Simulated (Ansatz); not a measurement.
## Relaxing barium (A15)

All numbers below come from DFT, RPBE, plane waves (420 eV) with PAW, scalar-relativistic in Ansatz. (PAW data from PBE, frozen cores regenerated.)

k-point mesh 4×4×4, Fermi-Dirac smearing 0.1 eV, no spin polarisation. Cell and atoms relax.

Starting structure:

```yaml
crystal:
  lattice:
    - [7.9370052598, 0.0, 0.0]
    - [0.0, 7.9370052598, 0.0]
    - [0.0, 0.0, 7.9370052598]
  atoms:
    - { symbol: Ba, position: [0.0, 0.0, 0.0] }
    - { symbol: Ba, position: [0.5, 0.5, 0.5] }
    - { symbol: Ba, position: [0.25, 0.0, 0.5] }
    - { symbol: Ba, position: [0.75, 0.0, 0.5] }
    - { symbol: Ba, position: [0.5, 0.25, 0.0] }
    - { symbol: Ba, position: [0.5, 0.75, 0.0] }
    - { symbol: Ba, position: [0.0, 0.5, 0.25] }
    - { symbol: Ba, position: [0.0, 0.5, 0.75] }
hamiltonian:
  xc: rpbe
  pseudopotentials:
    kind: paw
    azcp:
      Ba: "pseudopotentials/Ba.paw.azcp"
basis:
  ecutwfc: 420
  fft_grid_basis: typed
kpoints:
  mp_grid: { grid: [4, 4, 4], shift: [0, 0, 0] }
magnetization:
  spin_polarized: false
scf:
  occupations: { method: fermi_dirac, width: 0.1 }
relax:
  max_steps: 60
  f_tol: 0.01
  cell: {}
```

What cell does the relaxation end in?

Pm-3n with a = 8.251 Å; 70.22 Å³ per atom against 62.50 at the start (12.4 %).

How much energy does the relaxation gain?

22.1 meV per atom.

Path of the relaxation (the plane waves are chosen anew near the end, which can shift the energy a little):

```csv
step,E − E(final) (meV/atom),V (Å³/atom),P (GPa),max force (eV/Å)
0,22.09,62.500,0.98,0.000
1,10.90,64.697,0.66,0.000
2,0.16,69.709,0.06,0.000
3,0.07,70.222,0.00,0.000
4,0.00,70.222,0.00,0.000
```
